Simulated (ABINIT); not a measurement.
## AgBr (Fm-3m): G0W0 with ABINIT, start to end

Wanted: ground state, empty states, screening and self-energy for AgBr (Fm-3m).

Method: PBE and many-body steps on it, plane waves, in ABINIT 10.8.3.

The database entry behind the starting cell differs from later determinations by our own check (about 0.6 % short of the room-temperature cell), so it need not match the best structure at ambient conditions.

## Step 1: Starting point

The structure is cubic, space group Fm-3m (No. 225). Conventional cell: a = 5.740 Å, b = 5.740 Å, c = 5.740 Å, α = 90.00°, β = 90.00°, γ = 90.00°. Nearest to Ag lie 6 Br at 2.87 Å. Nearest to Br lie 6 Ag at 2.87 Å. Farther neighbours and most contacts between anions are not listed.

The cell and positions come from the Crystallography Open Database and are kept as given unless a step says otherwise.

## Step 2: Ground state

This step: ABINIT 10.8.3; DFT, PBE, plane waves, norm-conserving pseudopotentials.

The ground-state density comes first.

Contents of run.abi:

```
acell 3*1.0 Angstrom
rprim 
  -0.000000000000 2.870150000000 2.870150000000
  2.870150000000 0.000000000000 2.870150000000
  2.870150000000 2.870150000000 0.000000000000
ntypat 2
znucl 47 35
natom 2
typat 1 2
xred 
  0.000000000000 0.000000000000 0.000000000000
  0.500000000000 0.500000000000 0.500000000000
pp_dirpath "pseudos"
pseudos "Ag.upf, Br.upf"
ecut 37
ngkpt 6 6 6
nshiftk 1
shiftk 0 0 0
kptopt 1
chksymbreak 0
nband 18
occopt 1
tolvrs 1e-10
nstep 60
prtwf 0
optforces 0
optstress 0
indata_prefix "in"
outdata_prefix "out"
tmpdata_prefix "tmp"
```

The run is started by

```bash
> OMP_NUM_THREADS=1 mpirun -n 8 abinit run.abi > log
```

Numbers of over 12 decimals in the logs are rounded to 6 here.

The program printed:

```text
.Version 10.8.3 of ABINIT. v10.8.2 released Aug 2026.

 Symmetries : space group Fm -3 m (#225); Bravais cF (face-center cubic)
================================================================================
 Values of the parameters that define the memory need of the present run
     intxc =       0    ionmov =       0      iscf =       7    lmnmax =       6
     lnmax =       6     mgfft =      45  mpssoang =       3    mqgrid =    3001
     natom =       2  nloc_mem =       1    nspden =       1   nspinor =       1
    nsppol =       1      nsym =      48    n1xccc =    2501    ntypat =       2
    occopt =       1   xclevel =       2
-    mband =          18        mffmem =           1         mkmem =           2
       mpw =        3455          nfft =       91125          nkpt =          16
================================================================================
  Rough estimation (10% accuracy) of disk space for files :
================================================================================

--------------------------------------------------------------------------------
------------- Echo of variables that govern the present computation ------------
--------------------------------------------------------------------------------
 -outvars: echo values of preprocessed input variables --------
            acell      1.8897261259E+00  1.8897261259E+00  1.8897261259E+00 Bohr

      chksymbreak           0
             ecut      3.70000000E+01 Hartree
-          fftalg         312

              ixc     -101130
              kpt      0.00000000E+00  0.00000000E+00  0.00000000E+00
                       1.66666667E-01  0.00000000E+00  0.00000000E+00
                       3.33333333E-01  0.00000000E+00  0.00000000E+00
                       5.00000000E-01  0.00000000E+00  0.00000000E+00
                       1.66666667E-01  1.66666667E-01  0.00000000E+00
                       3.33333333E-01  1.66666667E-01  0.00000000E+00
                       5.00000000E-01  1.66666667E-01  0.00000000E+00
                      -3.33333333E-01  1.66666667E-01  0.00000000E+00
                      -1.66666667E-01  1.66666667E-01  0.00000000E+00
   [... 5 further rows ...]
                      -3.33333333E-01  3.33333333E-01  1.66666667E-01
                      -3.33333333E-01  5.00000000E-01  1.66666667E-01
         kptrlatt        6    0    0      0    6    0      0    0    6
          kptrlen      4.60224474E+01
P           mkmem           2
            natom           2
            nband          18
            ngfft          45      45      45
             nkpt          16
            nstep          60
             nsym          48
           ntypat           2
              occ      2.000000  2.000000  2.000000  2.000000  2.000000  2.000000
                       2.000000  2.000000  2.000000  2.000000  2.000000  2.000000
                       2.000000  0.000000  0.000000  0.000000  0.000000  0.000000
        optforces           0
        optstress           0
            prtwf           0
            rprim     -0.0000000000E+00  2.8701500000E+00  2.8701500000E+00
[...]
spgroup         225

           tolvrs      1.00000000E-10

             xred      0.0000000000E+00  0.0000000000E+00  0.0000000000E+00
[...]
znucl       47.00000   35.00000

================================================================================

 chkinp: Checking input parameters for consistency.

================================================================================
== DATASET  1 ==================================================================
-   mpi_nproc: 8, omp_nthreads: 1 (-1 if OMP is not activated)

--- !DatasetInfo
iteration_state: {dtset: 1, }
dimensions: {natom: 2, nkpt: 16, mband: 18, nsppol: 1, nspinor: 1, nspden: 1, mpw: 3455, }
cutoff_energies: {ecut:  37.0, pawecutdg:  -1.0, }
electrons: {nelect:   2.60000000E+01, charge:   0.00000000E+00, occopt:   1.00000000E+00, tsmear:   1.00000000E-02, }

 Real(R)+Recip(G) space primitive vectors, cartesian coordinates (Bohr,Bohr^-1):
 R(1)=  0.0000000  5.4237974  5.4237974  G(1)= -0.0921863  0.0921863  0.0921863
 R(2)=  5.4237974  0.0000000  5.4237974  G(2)=  0.0921863 -0.0921863  0.0921863
 R(3)=  5.4237974  5.4237974  0.0000000  G(3)=  0.0921863  0.0921863 -0.0921863
 Unit cell volume ucvol=  3.1910998E+02 bohr^3
 Angles (23,13,12)=  6.00000000E+01  6.00000000E+01  6.00000000E+01 degrees

 getcut: wavevector=  0.0000  0.0000  0.0000  ngfft=  45  45  45
         ecut(hartree)=     37.000   => boxcut(ratio)=   2.09492

--- Pseudopotential description ------------------------------------------------
- Ag Generated using ONCVPSP code by D. R. Hamann
- 47.00000  19.00000  171031                  znucl, zion, pspdat
12 -101130 2 -1 1538                          pspcod,pspxc,lmax,lloc,mmax
     nproj     2     2     2
  pspatm : epsatm=   27.55768671
         --- l  ekb(1:nproj) -->
[...]
pspatm: atomic psp has been read  and splines computed

- Br Generated using ONCVPSP code by D. R. Hamann
- 35.00000   7.00000  171031                  znucl, zion, pspdat
12 -101130 2 -1 1098                          pspcod,pspxc,lmax,lloc,mmax
     nproj     2     2     2
  pspatm : epsatm=   11.64859065
         --- l  ekb(1:nproj) -->
[...]
2    2.589748    0.385882
 pspatm: atomic psp has been read  and splines computed

   1.01936321E+03                                ecore*ucvol(ha*bohr**3)
--------------------------------------------------------------------------------

_setup2: Arith. and geom. avg. npw (full set) are    3429.282    3429.252

================================================================================

--- !BeginCycle
iteration_state: {dtset: 1, }
solver: {iscf: 7, nstep: 60, nline: 4, wfoptalg: 0, }
tolerances: {tolvrs: 1.00E-10, }

     iter   Etot(hartree)      deltaE(h)  residm     vres2
 ETOT  1  -170.55165327827    -1.706E+02 1.801E-01 8.485E+01
 ETOT  2  -170.77150770394    -2.199E-01 2.206E-02 2.454E+01
 ETOT  3  -170.77419063506    -2.683E-03 5.193E-04 9.869E-01
 ETOT  4  -170.77437918378    -1.885E-04 7.752E-04 1.012E-01
 ETOT  5  -170.77438334032    -4.157E-06 6.654E-05 3.184E-03
 ETOT  6  -170.77438351401    -1.737E-07 2.442E-04 4.255E-04
 ETOT  7  -170.77438355347    -3.946E-08 1.829E-05 9.567E-07
 ETOT  8  -170.77438355354    -7.111E-11 6.660E-05 1.009E-08
 ETOT  9  -170.77438355355    -1.083E-11 4.919E-06 8.576E-11

 At SCF step    9       vres2   =  8.58E-11 < tolvrs=  1.00E-10 =>converged.

--- !ResultsGS
iteration_state: {dtset: 1, }
comment   : Summary of ground state results
lattice_vectors:
- [ -0.0000000,   5.4237974,   5.4237974, ]
- [  5.4237974,   0.0000000,   5.4237974, ]
- [  5.4237974,   5.4237974,   0.0000000, ]
lattice_lengths: [   7.67041,    7.67041,    7.67041, ]
lattice_angles: [ 60.000,  60.000,  60.000, ] # degrees, (23, 13, 12)
lattice_volume:   3.1910998E+02
convergence: {deltae: -1.083E-11, res2:  8.576E-11, residm:  4.919E-06, diffor:  0.000E+00, }
etotal    :  -1.70774384E+02
entropy   :   0.00000000E+00
fermie    :   1.80128360E-01
cartesian_stress_tensor: null
pressure_GPa: null
xred      :
- [  0.0000E+00,   0.0000E+00,   0.0000E+00, Ag]
- [  5.0000E-01,   5.0000E-01,   5.0000E-01, Br]
cartesian_forces: null
force_length_stats: {min: null, max: null, mean: null, }

 Integrated electronic density in atomic spheres:
 ------------------------------------------------
 Atom  Sphere_radius  Integrated_density
    1        2.00000         16.39898283
    2        2.00000          4.20850134
================================================================================

 ----iterations are completed or convergence reached----

 Mean square residual over all n,k,spin=   17.143E-09; max=  49.188E-07
 reduced coordinates (array xred) for    2 atoms
       0.000000000000      0.000000000000      0.000000000000
       0.500000000000      0.500000000000      0.500000000000
 rms dE/dt=  0.0000E+00; max dE/dt=  0.0000E+00; dE/dt below (all hartree)
    1       0.000000000000      0.000000000000      0.000000000000
    2       0.000000000000      0.000000000000      0.000000000000

 cartesian coordinates (angstrom) at end:
    1      0.000000     0.000000     0.000000
    2      2.870150     2.870150     2.870150
 length scales=  1.889726125908  1.889726125908  1.889726125908 bohr
              =  1.000000000000  1.000000000000  1.000000000000 angstroms
 prteigrs : about to open file out_EIG
 Fermi (or HOMO) energy (hartree) =   0.18013   Average Vxc (hartree)=  -0.37323
 Eigenvalues (hartree) for nkpt=  16  k points:
 kpt#   1, nband= 18, wtk=  0.00463, kpt=  0.0000  0.0000  0.0000 (reduced coord)
  -3.13270   -1.79213   -1.79213   -1.79213   -0.37419    0.07735    0.07735    0.07735
   0.07737    0.07737    0.10913    0.10913    0.10913    0.20483    0.54494    0.54494
   0.54494    0.59098
 prteigrs : prtvol=0 or 1, do not print more k-points.

--- !EnergyTerms
iteration_state     : {dtset: 1, }
comment             : Components of total free energy in Hartree
kinetic             :  5.76978594419450E+01
hartree             :  5.22114903770946E+01
xc                  : -2.83706831710938E+01
Ewald energy        : -1.00006610757867E+02
psp_core            :  3.19439468737156E+00
local_psp           : -1.55667418005850E+02
non_local_psp       :  1.66583874850751E-01
total_energy        : -1.70774383553549E+02
total_energy_eV     : -4.64700771179493E+03
band_energy         : -1.64597557042653E+01

== END DATASET(S) ==============================================================
================================================================================

 -outvars: echo values of variables after computation  --------
           etotal     -1.7077438355E+02
            nband          18
             nkpt          16
          spgroup         225
 [... the other variables as echoed above ...]

 Calculation completed.
```

It took 7.6 s on 8 MPI ranks of Arm Neoverse V1, shared host; peak memory 0.61 GiB; 60 s of CPU time.

This step gave:

| Item | Value |
| --- | --- |
| total energy | -4647.0077 eV |
| gap | 0.6721 eV |
| k of the valence top | 0.5, 0, 0 |
| k of the conduction bottom | 0, 0, 0 |
| least direct gap | 2.604 eV |

The gap is indirect, with the least direct gap 1.93 eV higher.

## Step 3: Bands along the symmetry lines

The cheap functional maps the bands first; the places of the edges decide which points the dearer methods must see.

Contents of run.abi:

```
acell 3*1.0 Angstrom
rprim 
  -0.000000000000 2.870150000000 2.870150000000
  2.870150000000 0.000000000000 2.870150000000
  2.870150000000 2.870150000000 0.000000000000
ntypat 2
znucl 47 35
natom 2
typat 1 2
xred 
  0.000000000000 0.000000000000 0.000000000000
  0.500000000000 0.500000000000 0.500000000000
pp_dirpath "pseudos"
pseudos "Ag.upf, Br.upf"
ecut 37
iscf -2
irdden 1
kptopt 0
nkpt 50
kpt 
  0.00000000 0.00000000 0.00000000
  0.06250000 0.00000000 0.06250000
  0.12500000 0.00000000 0.12500000
  0.18750000 0.00000000 0.18750000
  0.25000000 0.00000000 0.25000000
  0.31250000 0.00000000 0.31250000
  0.37500000 0.00000000 0.37500000
  0.43750000 0.00000000 0.43750000
  0.50000000 0.00000000 0.50000000
  0.51562500 0.03125000 0.51562500
  0.53125000 0.06250000 0.53125000
  0.54687500 0.09375000 0.54687500
  0.56250000 0.12500000 0.56250000
  0.57812500 0.15625000 0.57812500
  0.59375000 0.18750000 0.59375000
  0.60937500 0.21875000 0.60937500
  0.62500000 0.25000000 0.62500000
  0.37500000 0.37500000 0.75000000
  0.32812500 0.32812500 0.65625000
  0.28125000 0.28125000 0.56250000
  0.23437500 0.23437500 0.46875000
  0.18750000 0.18750000 0.37500000
  0.14062500 0.14062500 0.28125000
  0.09375000 0.09375000 0.18750000
  0.04687500 0.04687500 0.09375000
  0.00000000 0.00000000 0.00000000
  0.06250000 0.06250000 0.06250000
  0.12500000 0.12500000 0.12500000
  0.18750000 0.18750000 0.18750000
  0.25000000 0.25000000 0.25000000
  0.31250000 0.31250000 0.31250000
  0.37500000 0.37500000 0.37500000
  0.43750000 0.43750000 0.43750000
  0.50000000 0.50000000 0.50000000
  0.50000000 0.46875000 0.53125000
  0.50000000 0.43750000 0.56250000
  0.50000000 0.40625000 0.59375000
  0.50000000 0.37500000 0.62500000
  0.50000000 0.34375000 0.65625000
  0.50000000 0.31250000 0.68750000
  0.50000000 0.28125000 0.71875000
  0.50000000 0.25000000 0.75000000
  0.50000000 0.21875000 0.71875000
  0.50000000 0.18750000 0.68750000
  0.50000000 0.15625000 0.65625000
  0.50000000 0.12500000 0.62500000
  0.50000000 0.09375000 0.59375000
  0.50000000 0.06250000 0.56250000
  0.50000000 0.03125000 0.53125000
  0.50000000 0.00000000 0.50000000
istwfk *1
nband 20
nbdbuf 2
tolwfr 1e-08
nstep 40
prtwf 0
prtvol 0
indata_prefix "in"
outdata_prefix "out"
tmpdata_prefix "tmp"
```

The program printed:

```text
.Version 10.8.3 of ABINIT. v10.8.2 released Aug 2026.

 Symmetries : space group Fm -3 m (#225); Bravais cF (face-center cubic)
[... echo of the input left out ...]
== DATASET  1 ==================================================================
-   mpi_nproc: 8, omp_nthreads: 1 (-1 if OMP is not activated)

--- !DatasetInfo
iteration_state: {dtset: 1, }
dimensions: {natom: 2, nkpt: 50, mband: 20, nsppol: 1, nspinor: 1, nspden: 1, mpw: 3479, }
cutoff_energies: {ecut:  37.0, pawecutdg:  -1.0, }
electrons: {nelect:   2.60000000E+01, charge:   0.00000000E+00, occopt:   1.00000000E+00, tsmear:   1.00000000E-02, }

 Real(R)+Recip(G) space primitive vectors, cartesian coordinates (Bohr,Bohr^-1):
 R(1)=  0.0000000  5.4237974  5.4237974  G(1)= -0.0921863  0.0921863  0.0921863
 R(2)=  5.4237974  0.0000000  5.4237974  G(2)=  0.0921863 -0.0921863  0.0921863
 R(3)=  5.4237974  5.4237974  0.0000000  G(3)=  0.0921863  0.0921863 -0.0921863
 Unit cell volume ucvol=  3.1910998E+02 bohr^3
 Angles (23,13,12)=  6.00000000E+01  6.00000000E+01  6.00000000E+01 degrees

 getcut: wavevector=  0.0000  0.0000  0.0000  ngfft=  45  45  45
         ecut(hartree)=     37.000   => boxcut(ratio)=   2.09492

--- Pseudopotential description ------------------------------------------------
- Ag Generated using ONCVPSP code by D. R. Hamann
- 47.00000  19.00000  171031                  znucl, zion, pspdat
12 -101130 2 -1 1538                          pspcod,pspxc,lmax,lloc,mmax
     nproj     2     2     2
  pspatm : epsatm=   27.55768671
         --- l  ekb(1:nproj) -->
             0    9.557566   -0.414742
             1    3.443234   -0.133519
             2   -1.597169   -0.391124
 pspatm: atomic psp has been read  and splines computed

- Br Generated using ONCVPSP code by D. R. Hamann
- 35.00000   7.00000  171031                  znucl, zion, pspdat
12 -101130 2 -1 1098                          pspcod,pspxc,lmax,lloc,mmax
     nproj     2     2     2
  pspatm : epsatm=   11.64859065
         --- l  ekb(1:nproj) -->
[...]
pspatm: atomic psp has been read  and splines computed

--------------------------------------------------------------------------------

================================================================================
 prteigrs : about to open file out_EIG
 Non-SCF case, kpt    1 (  0.00000  0.00000  0.00000), residuals and eigenvalues=
  2.42E-09  1.60E-09  4.01E-09  8.73E-09  1.60E-09  2.87E-09  5.36E-09  7.35E-09
  4.39E-09  5.78E-09  4.16E-09  5.98E-09  8.96E-09  7.35E-10  1.17E-09  4.57E-09
  7.65E-09  6.19E-09  8.39E-09  7.37E-09
 -3.1327E+00 -1.7921E+00 -1.7921E+00 -1.7921E+00 -3.7419E-01  7.7349E-02
  7.7349E-02  7.7349E-02  7.7372E-02  7.7372E-02  1.0913E-01  1.0913E-01
  1.0913E-01  2.0483E-01  5.4494E-01  5.4494E-01  5.4494E-01  5.9098E-01
  6.1409E-01  6.1409E-01
 Non-SCF case, kpt    2 (  0.06250  0.00000  0.06250), residuals and eigenvalues=
[...]
6.1247E-01  6.2706E-01
 Non-SCF case, kpt    3 (  0.12500  0.00000  0.12500), residuals and eigenvalues=
[...]
3.26E-09  4.92E-09  4.06E-06  1.88E-05
[...]
6.5240E-01  6.5654E-01
[...]
Non-SCF case, kpt   49 (  0.50000  0.03125  0.53125), residuals and eigenvalues=
[...]
7.2666E-01  7.2960E-01
 Non-SCF case, kpt   50 (  0.50000  0.00000  0.50000), residuals and eigenvalues=
[...]
6.7309E-02  7.5891E-02  7.5891E-02  8.3288E-02  9.2453E-02  9.2453E-02
  9.6182E-02  2.3902E-01  4.3959E-01  5.1340E-01  5.8642E-01  5.8642E-01
  7.2943E-01  7.2966E-01

--- !ResultsGS
iteration_state: {dtset: 1, }
comment   : Summary of ground state results
lattice_vectors:
- [ -0.0000000,   5.4237974,   5.4237974, ]
- [  5.4237974,   0.0000000,   5.4237974, ]
- [  5.4237974,   5.4237974,   0.0000000, ]
lattice_lengths: [   7.67041,    7.67041,    7.67041, ]
lattice_angles: [ 60.000,  60.000,  60.000, ] # degrees, (23, 13, 12)
lattice_volume:   3.1910998E+02
convergence: {deltae:  0.000E+00, res2:  0.000E+00, residm:  9.984E-09, diffor:  0.000E+00, }
etotal    :  -1.70774384E+02
entropy   :   0.00000000E+00
fermie    :   1.80128360E-01
cartesian_stress_tensor: null
pressure_GPa: null
xred      :
- [  0.0000E+00,   0.0000E+00,   0.0000E+00, Ag]
- [  5.0000E-01,   5.0000E-01,   5.0000E-01, Br]
cartesian_forces: null
force_length_stats: {min: null, max: null, mean: null, }

 Integrated electronic density in atomic spheres:
 ------------------------------------------------
 Atom  Sphere_radius  Integrated_density
[...]
================================================================================

 ----iterations are completed or convergence reached----

 Mean square residual over all n,k,spin=   46.097E-10; max=  99.838E-10
 reduced coordinates (array xred) for    2 atoms
       0.000000000000      0.000000000000      0.000000000000
       0.500000000000      0.500000000000      0.500000000000

 cartesian coordinates (angstrom) at end:
[...]
length scales=  1.889726125908  1.889726125908  1.889726125908 bohr
              =  1.000000000000  1.000000000000  1.000000000000 angstroms
 prteigrs : about to open file out_EIG
 Eigenvalues (hartree) for nkpt=  50  k points:
 kpt#   1, nband= 20, wtk=  1.00000, kpt=  0.0000  0.0000  0.0000 (reduced coord)
[...]
kpt#   2, nband= 20, wtk=  1.00000, kpt=  0.0625  0.0000  0.0625 (reduced coord)
[...]
kpt#   3, nband= 20, wtk=  1.00000, kpt=  0.1250  0.0000  0.1250 (reduced coord)
[...]
kpt#  49, nband= 20, wtk=  1.00000, kpt=  0.5000  0.0313  0.5313 (reduced coord)
[...]
0.58006    0.58783    0.72666    0.72960
 kpt#  50, nband= 20, wtk=  1.00000, kpt=  0.5000  0.0000  0.5000 (reduced coord)
  -3.13268   -1.79218   -1.79215   -1.79215   -0.35662    0.02285    0.06731    0.07589
   0.07589    0.08329    0.09245    0.09245    0.09618    0.23902    0.43959    0.51340
   0.58642    0.58642    0.72943    0.72966

== END DATASET(S) ==============================================================
================================================================================

 -outvars: echo values of variables after computation  --------
            nband          20
             nkpt          50
          spgroup         225
 [... the other variables as echoed above ...]

 Calculation completed.
```

Run time: 11 s. Hardware: 8 MPI ranks; peak memory 0.54 GiB; 89 s of CPU time.

Numbers from this step:

```
gap                        : 0.6721 eV
k of the valence top       : 0.5, 0.5, 0.5
k of the conduction bottom : 0, 0, 0
least direct gap           : 2.604 eV
```

The gap is 0.672 eV, as in the run before at this level.

Electronic bands along the path, in eV, zero at the top of the highest filled band:

```tsv
point	band 10	band 11	band 12	band 13	band 14	band 15	band 16	band 17
Γ	-2.80	-1.93	-1.93	-1.93	0.67	9.93	9.93	9.93
halfway	-2.72	-1.86	-1.86	-1.64	3.28	6.69	7.83	9.50
X	-2.64	-2.39	-2.39	-2.28	1.60	7.06	9.07	11.06
halfway	-2.40	-2.34	-2.13	-1.99	2.02	7.07	8.81	10.41
U	-2.44	-2.22	-2.02	-1.21	2.97	6.84	8.24	9.19
jump to K	-2.44	-2.22	-2.02	-1.21	2.97	6.84	8.24	9.19
halfway	-2.56	-2.06	-1.79	-0.21	3.79	6.49	7.48	7.82
Γ	-2.80	-1.93	-1.93	-1.93	0.67	9.93	9.93	9.93
halfway	-2.65	-2.31	-0.77	-0.77	2.88	7.17	8.24	8.24
L	-2.49	-2.15	0.00	0.00	3.74	6.59	6.77	6.77
halfway	-2.48	-2.20	-1.20	-0.61	4.50	5.25	7.84	7.93
W	-2.37	-2.29	-2.29	-1.53	3.79	7.15	7.68	7.68
halfway	-2.39	-2.38	-2.33	-1.77	2.46	7.16	8.58	9.12
X	-2.64	-2.39	-2.39	-2.28	1.60	7.06	9.07	11.06
```

(Continued in part 2 of 2.)

[Paths, hosts, dates, memory and timing lines, banners, echoed tables and standing remarks are left out of the program output.]

[Logs are printed without paths, hosts, clocks, repeated set-up lines and the standing remarks that a program may print on its own settings, such as how far it seeks lower states.]

[Runs of the session that timed out or met a known fault of the program may be left out.]

[Hosts, paths, dates, database ids (printed as entryN), source tags and the programs' standing remarks are cut or masked in the printed files.]

[G0W0 gaps are taken among the corrected bands and points alone; a level outside them can change the order at an edge.]

[Where Ansatz stands beside ABINIT at settings called matched, ABINIT's density can come from a denser mesh and the files from another edition; pairs whose starting gaps differed by over 0.03 eV were left out, so agreement reads better than it is.]
